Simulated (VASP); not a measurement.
Here is a VASP 6.6.1 calculation.

The input INCAR:

```
PREC = Accurate
ENCUT = 520
EDIFF = 1E-6
ISMEAR = 0
SIGMA = 0.03
LREAL = False
LASPH = True
NELM = 80
ALGO = Normal
ISIF = 2
LWAVE = False
LCHARG = False
LDIPOL = True
IDIPOL = 3
DIPOL = 0.5 0.5 0.500
GGA = MK
LUSE_VDW = True
AGGAC = 0.0
PARAM1 = 0.1234
PARAM2 = 0.711357
ZAB_VDW = -1.8867
NBANDS = 48
LVHAR = True
LVACPOTAV = True
ICORELEVEL = 1
```

KPOINTS

```
regular mesh
0
Gamma
  6 5 1
```

The input POSCAR:

```
Te                                      
1.0
    4.3967520600      0.0000000000      0.0000000000
    0.0000000000      6.0023380000      0.0000000000
    0.0000000000      0.0000000000     28.5519280100
  Te            
    12
Direct
     0.6285550854627203    0.9966319338817909    0.2649976124119782
     0.2209422102907888    0.3307632207499908    0.2987644170662048
     0.6438037683601374    0.6642330352493597    0.3364194257790167
     0.1439942847342324    0.0027434987873414    0.3965258873194916
     0.7196392631999177    0.3347206634605897    0.4328738062667622
     0.1430652579522072    0.6690132080664773    0.4696619394209611
     0.6430652479522063    0.9976537919335194    0.5303380605790389
     0.2196392531999169    0.3319453365394167    0.5671261937332378
     0.6439942647342308    0.6639235012126554    0.6034741126805084
     0.1438037383601346    0.0024339647506370    0.6635805742209834
     0.7209421602907846    0.3359027792500156    0.7012355829337955
     0.1285550354627162    0.6700350661182058    0.7350023875880219
```

Potentials or basis: VASP PAW PBE potentials, release 64 (Te).

Run with:

```sh
$ cat potpaw_PBE.64/Te/POTCAR > POTCAR
$ mpirun -np 4 vasp_std > vasp.out
```

Q: Estimate the band gap on the k mesh.

A: 0.68 eV, indirect (least direct gap 0.76 eV).

Q: Predict the largest force.

A: 0.018 eV/Å.

Forces in eV/Å, atoms in the order of the input:
```
Te  -0.005 -0.003 -0.002
Te   0.002 -0.007  0.009
Te  -0.015 -0.010 -0.003
Te  -0.006 -0.005 -0.001
Te   0.016  0.004  0.001
Te   0.007  0.007 -0.003
Te   0.007 -0.007  0.003
Te   0.016 -0.004 -0.001
Te  -0.006  0.005  0.001
Te  -0.015  0.010  0.003
Te   0.002  0.007 -0.009
Te  -0.005  0.003  0.002
```

Caveat: the PAW data sets were made with another functional, which shifts forces and pressure a little; spin-orbit coupling is left out, which moves the levels of the heavy elements.
